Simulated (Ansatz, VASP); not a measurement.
One calculation of BaH4, two programs

```
Ba H
1.0
     2.29262    1.32365    3.54285
    -2.29262    1.32365    3.54285
     0.00000   -2.64729    3.54285
Ba H
1 4
Direct
  0.00000 0.00000 0.00000
  0.74079 0.74079 0.74079
  0.25921 0.25921 0.25921
  0.46387 0.46387 0.46387
  0.53613 0.53613 0.53613
```

Change from the starting cell: the structure that the rattled cell fell into.

Alike in both runs: task single point; functional PBE; k mesh 6 × 6 × 6; occupations gaussian, width 0.1 eV; no spin polarisation.

|  | VASP | Ansatz |
| --- | --- | --- |
| version | VASP 6.6.1 | Ansatz 0.2.0 |
| potentials or method | VASP PAW PBE potentials, release 64 (Ba_sv, H) | scalar-relativistic, plane waves, PAW |
| plane-wave cutoff (eV) | 520 | 420 |
| valence electrons in the cell | 14 | 14 |

|  | VASP | Ansatz | Ansatz less VASP |
| --- | --- | --- | --- |
| gap on the k mesh at the Fermi level (eV) | 2.49 | 2.65 | +0.155 |
| least direct gap on the mesh (eV) | 2.91 | 2.98 | +0.070 |
| pressure (GPa) | 0.3 | -0.1 | -0.37 |
| rms of the force components (eV/Å) | 0.017 | 0.024 | +0.0072 |

Atom by atom the forces differ by 0.007 eV/Å (rms over components). With one functional, cell and mesh, what is left measures potentials, basis and numerics.

Caveats: spin-orbit coupling is left out, which moves the levels of the heavy elements. A k mesh can miss the band edges.
